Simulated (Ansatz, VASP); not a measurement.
Mo: VASP beside Ansatz

The input INCAR:

```
ALGO = Fast
EDIFF = 1E-7
ENCUT = 520
GGA = PE
ISIF = 2
ISMEAR = 0
LASPH = True
LCHARG = False
LREAL = False
LWAVE = False
NBANDS = 13
NELM = 60
PREC = Accurate
SIGMA = 0.15
```

The input KPOINTS:

```
k-points
0
Gamma
  22 22 22
```

File POSCAR:

```
Mo
1.0
    0.0000000000      1.9256477296      2.2472309004
    1.9256477296      0.0000000000      2.2472309004
    1.9256477296      1.9256477296      0.0000000000
Mo
1
Direct
    0.0000000000      0.0000000000      0.0000000000
```

Input for Ansatz:

```yaml
crystal:
  lattice:
    - [0.0, 1.9256477296, 2.2472309004]
    - [1.9256477296, 0.0, 2.2472309004]
    - [1.9256477296, 1.9256477296, 0.0]
  atoms:
    - { symbol: Mo, position: [0.0, 0.0, 0.0] }
basis:
  ecutwfc: 420
kpoints:
  mp_grid: { grid: [22, 22, 22] }
hamiltonian:
  xc: pbe
scf:
  occupations: { method: gaussian, width: 0.15 }
output:
  forces: true
  stress: true
  eigenvalues: true
```

Alike in both runs: task single point; functional PBE; k mesh 22 × 22 × 22; occupations gaussian, width 0.15 eV; no spin polarisation.

|  | VASP | Ansatz |
| --- | --- | --- |
| version | VASP 6.6.1 | Ansatz 0.2.0 |
| potentials or method | VASP PAW PBE potentials, release 64 (Mo_sv) | scalar-relativistic, plane waves, PAW |
| plane-wave cutoff (eV) | 520 | 420 |
| valence electrons in the cell | 14 | 14 |

|  | VASP | Ansatz | Ansatz less VASP |
| --- | --- | --- | --- |
| gap on the k mesh at the Fermi level (eV) | none | none | - |
| pressure (GPa) | -7.7 | -8.1 | -0.39 |
| largest component of the traceless stress (GPa) | 4.41 | 4.46 | +0.050 |

A gap of «none» marks a metal or a gap that the smearing closes.
